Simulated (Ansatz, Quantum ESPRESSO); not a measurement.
**ZnS (001), zinc blende: biaxial strain and the free axis**

A thin film takes the in-plane lattice of its substrate and is free along the normal. How do the free axis and the stress follow the misfit? The strained cell has c along the film normal; unstrained it is a = 3.7851 Å, b = 3.7851 Å, c = 5.3530 Å, α = 90.00°, β = 90.00°, γ = 90.00°, with 4 atoms.

Calculated with Quantum ESPRESSO 7.5, PBEsol, GBRV 1.5 ultrasoft potentials, cutoff 680 eV, Fermi–Dirac smearing 0.02 eV, k-mesh 7×7×5, no spin polarisation, no spin-orbit coupling.

Relaxed positions at 0 %:

```
atom       x       y       z
  Zn  0.0000  0.0000  0.0000
  Zn  0.5000  0.5000  0.5000
   S  0.5000  0.0000  0.7500
   S  0.0000  0.5000  0.2500
```

| ε∥ (%) | a (Å) | c (Å) | ε⊥ (%) | σ (GPa, tension positive) |
| --- | --- | --- | --- | --- |
| −3 | 3.6716 | 5.5403 | 3.499 | −3.07 |
| −2 | 3.7094 | 5.4776 | 2.327 | −1.98 |
| −1 | 3.7473 | 5.4143 | 1.144 | −0.96 |
| 0 | 3.7851 | 5.3504 | −0.048 | 0.02 |
| 1 | 3.8230 | 5.2844 | −1.281 | 0.92 |
| 3 | 3.8987 | 5.1517 | −3.761 | 2.60 |

**Question.** Fit both responses and give the free strain and the stress at +2 %, a row left out above.

Least squares with y = y0 + y1 ε + y2 ε² (ε in %) gives ε⊥ = −0.056 + (−1.2100) ε + (−0.0084) ε² and σ = 0.01 + (0.944) ε + (−0.028) ε² GPa. The linear terms put the ratio of free to applied strain at −1.210 and the biaxial modulus at 94 GPa.

At +2 % the free strain comes out as −2.510 %. The run itself gives −2.507 %, so the estimate misses by 0.003 %; the fitted rows themselves lie up to 0.008 % off the law.

The stress comes out as 1.79 GPa. The run itself gives 1.79 GPa, so the estimate misses by 0.00 GPa, a rounding's worth.

For a cubic crystal strained in (001), ε⊥/ε∥ = −R with R = 2C12/C11, the modulus is C11 + C12 − 2C12²/C11 = C11(1 + R/2 − R²/2), so C11 = 108 GPa and C12 = 65 GPa.

The negative ε² term means that the crystal stiffens in compression and softens in tension.

The same fit over all rows at other levels or in other programs gives the strain ratio = −1.216 with PBEsol (Ansatz).

[Logs are printed without paths, hosts, clocks, repeated set-up lines and the standing remarks that a program may print on its own settings, such as how far it seeks lower states.]
